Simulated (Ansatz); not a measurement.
## A trial form of InAs

Theory: Ansatz, DFT PBE, scalar-relativistic, plane waves, PAW. Cutoff 420 eV, Gaussian smearing, Γ-centred meshes. Cell and atoms relax first on a coarse mesh and then on a finer one. In between, the cell is made exact in the group found at 0.06 Å. In metals the finer mesh still leaves noise of several meV/atom or more. The steps can't lower the symmetry of their start. No spin polarisation.

A trial structure of InAs was built thus: 4-connected net, two elements alternating (Pmma, No. 51). The dimensions are guesses.

```cif
data_structure
_symmetry_space_group_name_H-M 'Pmma'
_symmetry_Int_Tables_number 51
_cell_length_a 8.3341
_cell_length_b 4.7453
_cell_length_c 4.4932
_cell_angle_alpha 90.000
_cell_angle_beta 90.000
_cell_angle_gamma 90.000
_cell_volume 177.69
loop_
_atom_site_label
_atom_site_type_symbol
_atom_site_symmetry_multiplicity
_atom_site_Wyckoff_symbol
_atom_site_fract_x
_atom_site_fract_y
_atom_site_fract_z
_atom_site_occupancy
In1 In 2 e 0.75000 0.00000 0.35541 1
In2 In 2 b 0.00000 0.50000 0.00000 1
As1 As 2 f 0.75000 0.50000 0.64459 1
As2 As 2 a 0.00000 0.00000 0.00000 1
```

The zero of energy is the elements' standard structures at the same level; no fitted shifts are applied.

Q: Describe the relaxed structure.

A: The symmetry goes from Pmma (No. 51) to Fm-3m (No. 225), and the primitive cell from 8 to 2 atoms. The end has the rock salt type. The volume per atom grows by 7.0 %, from 22.2 to 23.8 Å³. The shortest distance goes from 2.37 Å (In–As) to 2.87 Å (In–As). The energy falls by about 0.50 eV/atom (the start's value is from the coarse mesh). The end is written in a standard setting, so origin, axes and order of atoms can differ from the start's. Conventional cell: a = 5.750 Å. In has 6 As at 2.87 Å; around As lie 6 In at 2.87 Å.

```cif
data_structure
_symmetry_space_group_name_H-M 'Fm-3m'
_symmetry_Int_Tables_number 225
_cell_length_a 5.7499
_cell_length_b 5.7499
_cell_length_c 5.7499
_cell_angle_alpha 90.000
_cell_angle_beta 90.000
_cell_angle_gamma 90.000
_cell_volume 190.10
loop_
_atom_site_label
_atom_site_type_symbol
_atom_site_symmetry_multiplicity
_atom_site_Wyckoff_symbol
_atom_site_fract_x
_atom_site_fract_y
_atom_site_fract_z
_atom_site_occupancy
In1 In 4 b 0.50000 0.00000 0.00000 1
As1 As 4 a 0.00000 0.00000 0.00000 1
```

Q: How does it come out in energy, and is it a metal?

A: The formation energy is −0.04 eV/atom and the gap on the 6×8×10 mesh of the 8-atom cell is 0 eV (a metal).

Whether it is stable depends on the other phases of the system, which aren't compared here.

The last run used Gaussian smearing of 0.10 eV. The end has Immm (No. 71) at a tolerance of 0.01 Å; the cell shown is made exact in the group found at 0.05 Å. The reference form of As is held partly by dispersion forces, which this level lacks. A structure relaxed within its symmetry needn't be a true minimum. In all, the 3 runs took 17 min on 1 thread of Arm Neoverse V1, on a shared host.
